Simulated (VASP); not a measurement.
A run of VASP 6.6.1 is set up as follows.

Contents of INCAR:

```
SYSTEM = MoS2
ALGO = Normal ; DIPOL = 0.5 0.5 0.285
EDIFF = 1E-7 ; ENCUT = 520
GGA = PS ; IDIPOL = 3
ISIF = 2 ; ISMEAR = 0
IVDW = 12 ; LASPH = .True.
LCHARG = .False. ; LDIPOL = .True.
LREAL = .False. ; LWAVE = .False.
NBANDS = 20 ; NELM = 100
PREC = Accurate ; SIGMA = 0.03
```

KPOINTS

```
k-points
0
Gamma
  12 12 1
  0 0 0
```

Contents of POSCAR:

```
MoS2
1.0
    3.1167683207      0.0000000000      0.0000000000
   -1.5583841603      2.6992005434      0.0000000000
    0.0000000000      0.0000000000     30.0399999981
S Mo
2 1
Direct
    0.6666666667      0.3333333333      0.2328852660
    0.6666666667      0.3333333333      0.3370215250
    0.3333333333      0.6666666667      0.2849533955
```

Potentials or basis: VASP PAW PBE potentials, release 64 (S, Mo_sv).

Run with:

```sh
$ cat potpaw_PBE.64/S/POTCAR potpaw_PBE.64/Mo_sv/POTCAR > POTCAR
$ mpirun -np 1 vasp_std > vasp.out
```

(1) What does it give for the dispersion energy per atom?

(2) Estimate the band gap on the k mesh.

## Answers

(1) -0.250 eV.

(2) 1.90 eV, direct.
